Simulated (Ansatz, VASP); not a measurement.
# Two plane-wave programs on Pt

```
CELL_PARAMETERS angstrom
0.00000 1.97158 1.97158
1.97158 0.00000 1.97158
1.97158 1.97158 0.00000
ATOMIC_POSITIONS crystal
Pt 0.00000 0.00000 0.00000
```

Alike in both runs: task single point; functional PBE; k mesh 8 × 8 × 8; occupations gaussian, width 0.1 eV; no spin polarisation.

```csv
,VASP,Ansatz
version,VASP 6.6.1,Ansatz 0.2.0
potentials or method,"VASP PAW PBE potentials, release 64 (Pt)","scalar-relativistic, plane waves, PAW"
plane-wave cutoff (eV),520,420
valence electrons in the cell,10,18
```

Ansatz gave:

* gap on the k mesh at the Fermi level (eV): none
* pressure (GPa): 4.7

Task: Which values does VASP return?

Result: gap on the k mesh at the Fermi level (eV): none; pressure (GPa): 4.2.

A gap of «none» marks a metal or a gap that the smearing closes. The functional is the same, so the differences come from potentials, cutoffs and numerics. The two sets of potentials don't hold the same shells in valence.

The runs have no spin-orbit coupling, so splittings on Pt are missing.
